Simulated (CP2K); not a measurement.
BaTiO3 in CP2K: the effect of Hubbard term

The system is BaTiO3.

```xyz
10
Lattice="6.1056 0.0000 0.0000 -3.2590 4.2682 0.0000 -3.4637 -1.1046 4.8481" Properties=species:S:1:pos:R:3 pbc="T T T"
Ba    2.7087    1.5770    2.4198
Ba    2.8457    4.2537    0.0007
Ti   -0.3544    0.2543    3.5841
Ti   -0.2714    2.9419    1.1675
O     1.4456    2.1316    0.0515
O     1.3469   -0.5520    2.4662
O    -0.3191    1.5646    2.4198
O    -3.6702    3.1332    4.8442
O    -1.7166   -0.5328    2.4670
O    -1.6164    2.1429    0.0081
```

Alike in all runs:

* Program: CP2K 2026.2
* Task: single point
* Functional: PBE
* Potentials or basis: GTH_POTENTIALS Ba GTH-PBE-q10, Ti GTH-PBE-q12, O GTH-PBE-q6; DZVP-MOLOPT-SR-GTH basis
* Density cutoff: 8163 eV
* k mesh: 5 × 5 × 4
* Occupations: fermi-dirac, width 0.05 eV
* Spin: no spin polarisation
* SCF solver: diagonalisation with k points
* Quickstep method: GPW
* EPS_DEFAULT: 1.0E-9
* EPS_SCF: 1.0E-6
* MAX_SCF: 100
* SCF_GUESS: ATOMIC
* k points reduced by the point group: yes
* Mesh centred on Gamma: yes

One run gave: gap on the mesh 1.42 eV; largest force 1.34 eV/Å. Which Hubbard term did it use?
A. Ti d U = 2.0 eV
B. Ti d U = 8.0 eV
C. Ti d U = 6.0 eV
D. none
E. Ti d U = 4.0 eV

C.

```csv
Hubbard term,gap on the mesh (eV),largest force (eV/Å)
none,0.86,1.04
Ti d U = 2.0 eV,1.03,1.14
Ti d U = 4.0 eV,1.22,1.24
Ti d U = 6.0 eV,1.42,1.34
Ti d U = 8.0 eV,1.64,1.44
```

Caveats: spin-orbit coupling is left out, which moves the levels of the heavy elements; an odd mesh through Γ misses points on the zone boundary, where band edges often lie; the basis of atomic orbitals isn't converged, which shifts pressures, moduli and gaps; forces of over 1 eV/Å show positions far from the minimum, so gaps and moduli don't describe the material at rest; this program's U acts on Mulliken populations of all basis functions of the shell, so it isn't the U of plane-wave codes (some runs); energies scatter by some meV and the pressure isn't listed (some runs).

A gap of «none» marks a metal or a gap under the smearing width.
